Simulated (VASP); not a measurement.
Runs of VASP 6.6.1 on BN. The structure is orthorhombic, space group Fmm2 (No. 42). Conventional cell: a = 2.503 Å, b = 6.991 Å, c = 4.332 Å, α = 90.00°, β = 90.00°, γ = 90.00°. N (site symmetry mm2) has 3 B at 1.44 Å as nearest neighbours. B (site symmetry mm2) has 3 N at 1.44 Å as nearest neighbours. Measurements of this composition are mostly on another form, of space group No. 194.

```csv
task,level,cell,k mesh,cutoff (eV),grid for exact exchange (PRECFOCK),exchange at q = 0,mesh quality,gap on the mesh (eV),pressure (GPa),relaxed volume (Å³/atom)
relaxation of cell and atoms,r2SCAN0,relaxed,5 × 5 × 5,600,Fast,default,coarse,6.72,0.1,(b)
relaxation of cell and atoms,r2SCAN+D4,relaxed,13 × 13 × 13,600,-,-,not flagged,4.14,0.0,8.99
relaxation of the atoms,r2SCAN,"atoms relaxed from: atoms moved at random, drawn with an rms of 0.1 Å",10 × 10 × 10,520,-,-,not flagged,4.41,-0.1,-
relaxation of cell and atoms,rSCAN,relaxed,13 × 13 × 13,600,-,-,not flagged,4.38,-0.1,(c)
relaxation of cell and atoms,r2SCAN,relaxed,13 × 13 × 13,600,-,-,not flagged,4.36,0.0,(a)
```

Alike in all rows: potentials or basis VASP PAW PBE potentials, release 64 (N, B); no spin polarisation; smearing gaussian 0.05 eV.

Fill in the values left out.

(a) 9.37; (b) 9.28; (c) 9.43.

Caveats: some runs use coarse meshes; the PAW data sets were made with another functional, which shifts forces and pressure a little; an odd mesh through Γ misses points on the zone boundary, where band edges often lie (some runs).
